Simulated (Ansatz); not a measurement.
The system is FeO (Wuestite).

```
Fe O
1.0
     0.00000    2.15540    2.15540
     2.15540    0.00000    2.15540
     2.15540    2.15540    0.00000
Fe O
1 1
Cartesian
  0.0000 0.0000 0.0000
  2.1554 2.1554 2.1554
```

* Program: Ansatz 0.2.0
* Task: single point
* Functional: PBE
* Potentials or basis: all-electron LAPW, scalar-relativistic
* Cutoff: 349 eV (chosen from the basis error)
* Basis error allowed: 0.001 eV/atom
* k mesh: 11 × 11 × 11
* Occupations: fermi-dirac, width 0.05 eV
* Spin: collinear spin, ferromagnetic start
* Starting moments: [3.0, 0.0] μB

On this cell: pressure -0.3 GPa; largest force zero by symmetry; net moment 4.00 μB per cell; site moments Fe +3.62; O +0.32 μB; band gap on the k mesh none (metal or under the smearing width).

The same run follows on a disturbed copy (atoms moved at random, drawn with an rms of 0.05 Å):

```
Fe O
1.0
     0.00000    2.15540    2.15540
     2.15540    0.00000    2.15540
     2.15540    2.15540    0.00000
Fe O
1 1
Direct
  0.01050 0.99977 0.02106
  0.51406 0.51299 0.49061
```

**Question.** What does the disturbed cell give?

**Answer.** The energy (extrapolated to zero smearing) moves by +4.5 meV/atom; pressure 0.2 GPa; largest force 0.232 eV/Å; net moment 4.00 μB per cell; site moments Fe +3.60; O +0.32 μB; band gap on the k mesh none (metal or under the smearing width).

Forces in eV/Å, atoms in the order of the input:
```
Fe  -0.109 -0.174  0.106
O    0.109  0.174 -0.106
```

Stress tensor (GPa, compression positive):
```
 0.03 -0.16  0.10
-0.16  0.57  0.16
 0.10  0.16  0.01
```

Caveats: a cell with one magnetic atom can't hold antiferromagnetic order, which such compounds often take; semilocal functionals often make such compounds metallic where correlation or magnetic order opens a gap, which also shifts bond lengths.
